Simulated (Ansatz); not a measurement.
Input and output of a single-point calculation on BeTe (zincblende) (the PAW code Ansatz, r2SCAN+SOC). The cell was relaxed with r2SCAN and then strained (isotropic +3.0 % on every length), with the atoms relaxed again with r2SCAN; k points keep the names of the unstrained zone.

```yaml
crystal:
  lattice:
    - [0.0, 2.9134823342, 2.9134823342]
    - [2.9134823342, 0.0, 2.9134823342]
    - [2.9134823342, 2.9134823342, 0.0]
  atoms:
    - { symbol: Be, position: [0.0, 0.0, 0.0] }
    - { symbol: Te, position: [0.25, 0.25, 0.25] }
kpoints:
  mp_grid: { grid: [8, 8, 8] }
  band_path:
    path:
      - [0.0, 0.0, 0.0]
      - [-0.5, -0.5, 0.0]
      - [-0.375, -0.375, 0.25]
      - [-0.375, 0.0, 0.375]
      - [0.0, 0.0, 0.5]
      - [-0.5, -0.25, 0.25]
      - [0.0, 0.5, 0.5]
    npoints: 1
hamiltonian:
  xc: r2scan
scf:
  occupations: { method: fixed }
  n_extra_bands: 8
magnetization:
  noncollinear: true
  spin_orbit: true
output:
  forces: true
  stress: true
  eigenvalues: true
```

In the abridged output below, numbers in square brackets stand for lines, or ends of lines, that were taken out.
```
Functional definition: r2SCAN
Crystal: 2 atoms, lattice volume = 49.461 Å³
Basis set: ecut = 500 eV, 1243 PW (Γ)
Bands: 26, of which v1, the nominal top of the filled ones, is band 18 counted from 1 (17 counted from 0)
Symmetry: 24 space group operations + 24 with time reversal
Magnetic group: BNS 216.75 (UNI 1577)
k-points: 29 of 512 (time reversal used)
SCF 1 converged in 7 iterations: F = -7077.616874 eV  dr2 = 1.22e-9
NSCF: frozen V_eff on 7 k-points
SCF converged after 7 iterations
Free energy (F): -7077.616874 eV
[1]
--- Per-component energies (eV) ---
  E_band       = -298.692921
  E_kinetic    = 197.213051
  E_local      = -1455.543259
  E_nonlocal   = -305.381297
  E_hartree    = 891.782458
  E_xc         = -132.617894
  E_vxc        = -131.721993
  E_paw        = -4737.019828
  E_vpaw       = -394.378538
  E_vtau       = 7.555433
  E_ewald      = -1536.335640
  E_core_change = 0.285576
--- Stress (GPa, compression-positive) ---
[2]
--- Band table (eV; the first three rows and the last of 29) ---
[3]
```

The rows of the band table are 0: (0, 0, 0) = Γ, 1: (0, 0, 1/8), 2: (0, 0, 1/4), 28: (1/4, -1/2, -1/4) = W.

Problem. Fill in the blanks. They hold the stress, the Fermi energy and the band table.

Solution.
```
[1]
Fermi energy:    6.213359 eV
[2]
       -4.391368       0.000000       0.000000
        0.000000      -4.391368       0.000000
        0.000000       0.000000      -4.391368
  P = ⅓ Tr σ = -4.3914 GPa (-43.914 kbar)
[3]
  k-point 0: bands = […, -6.1847, -6.1847, 5.3113, 5.3113, 6.2134, 6.2134, 6.2134, 6.2134, 9.6642, 9.6642, 10.0135, 10.0135, 10.0590, 10.0590, …]
  k-point 1: bands = […, -6.0495, -6.0495, 4.5669, 4.5669, 5.5713, 5.5713, 6.0009, 6.0017, 9.7438, 9.7438, 10.3156, 10.3156, 10.3765, 10.3857, …]
  k-point 2: bands = […, -5.6807, -5.6807, 2.8108, 2.8108, 5.0956, 5.0956, 5.5951, 5.5963, 9.4849, 9.4849, 10.8131, 10.8131, 10.8891, 10.9035, …]
  k-point 28: bands = […, -4.5326, -4.5326, 1.4028, 1.7146, 2.3518, 2.8124, 3.1169, 3.1805, 11.4756, 11.5382, 11.9271, 11.9285, 12.0787, 12.0818, …]
```
The trailing digits, and the zero of the energies, depend on the potentials and thresholds.

With r2SCAN+SOC the valence top lies at Γ and the conduction bottom at X, 2.29 eV higher; the smallest vertical gap, at Γ, is 3.45 eV. At this geometry r2SCAN+SOC finds -4.39 GPa, compression counted positive: its own equilibrium volume is smaller.

Problem. It took 19 s on 1 × NVIDIA H100 80GB HBM3 with 2 threads of AMD EPYC 7R13 Processor (Zen 3) (shared host), load about 0.8 per core. What peak of host memory did it reach?

Solution. About 1.2 GiB.

Non-magnetic throughout; all numbers are computed.
